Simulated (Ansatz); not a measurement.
## The polar optical mode of KCl at 1 GPa, worked through

All numbers below come from DFT PBEsol, scalar-relativistic, plane waves, PAW in Ansatz 0.2.0. Settings: 420 eV plane-wave cutoff, Γ-centred 6×6×6 mesh, fixed occupations. No spin polarisation. Phonons by linear response, acoustic sum rule imposed.

The cell, relaxed at 1 GPa:
```yaml
crystal:
  lattice:
    - [0.00000, 3.07225, 3.07225]
    - [3.07225, 0.00000, 3.07225]
    - [3.07225, 3.07225, 0.00000]
  atoms:
    - { symbol: K, position: [0.00000, 0.00000, 0.00000] }
    - { symbol: Cl, position: [0.50000, 0.50000, 0.50000] }
```

Linear response gives ν_TO = 155.0 cm⁻¹, Born charges ±1.117 e (positive on K) and ε∞ = 2.435. The primitive cell holds 57.996 Å³, and the masses are 39.098 and 35.450 amu.

**Question.** Find ν_LO and the static dielectric constant.

**Answer.** The long-wave field adds a restoring force: ω_LO² − ω_TO² = Z*²e²/(ε_vac ε∞ μV). In these units ν_LO² − ν_TO² = 4.92064×10⁷ Z*²/(μ V ε∞) cm⁻², with μ = m₁m₂/(m₁ + m₂) = 18.592 amu: 23398 cm⁻². So ν_LO = √(155.0² + 23398) = 217.8 cm⁻¹, and the run gives 217.8. Lyddane–Sachs–Teller then gives ε0 = ε∞ (ν_LO/ν_TO)² = 4.81, against 4.81 in the run (it forms both from the same three quantities, so the match checks the arithmetic only). Between ν_TO and ν_LO the dielectric function is negative and an undamped crystal reflects fully: a reststrahlen band from 45.9 to 64.5 μm.

**Question.** What do the Clausius–Mossotti polarisability and the Szigeti charge come to?

**Answer.** With the Lorentz local field, α = (3V/4π)(ε∞ − 1)/(ε∞ + 2) = 4.48 Å³ for the pair, and e_S = 3Z*/(ε∞ + 2) = 0.76 e. The Born charge includes the electrons' response to the dipole's own local field, and e_S takes that enhancement out. The Lorentz field assumes point-like polarisable ions, a fair picture at this small ε∞.

**Question.** How strongly does a slow electron couple to the LO mode?

**Answer.** For one isotropic parabolic band, Fröhlich's constant is α_F = (1/ε∞ − 1/ε0) √(m* Ry/ħω_LO), with Ry = 13.606 eV, ħω_LO = 27.0 meV and m* in free-electron masses: α_F = 0.2026 × 22.45 × √m* = 4.55 √m*. The band mass isn't part of this run; for m* = 0.1, 0.3 and 1 it gives 1.44, 2.49, 4.55. In weak coupling the polaron lies α_F ħω_LO below the band edge (67 meV at m* = 0.3) with a mass m*(1 + α_F/6); past α_F of about 5 or 6 that expansion fails. A semilocal functional's ε∞ tends to be too large, which taken alone lowers α_F.

Cost: 1 run of about 0.27 core-minutes, on Arm Neoverse N1 (shared hosts).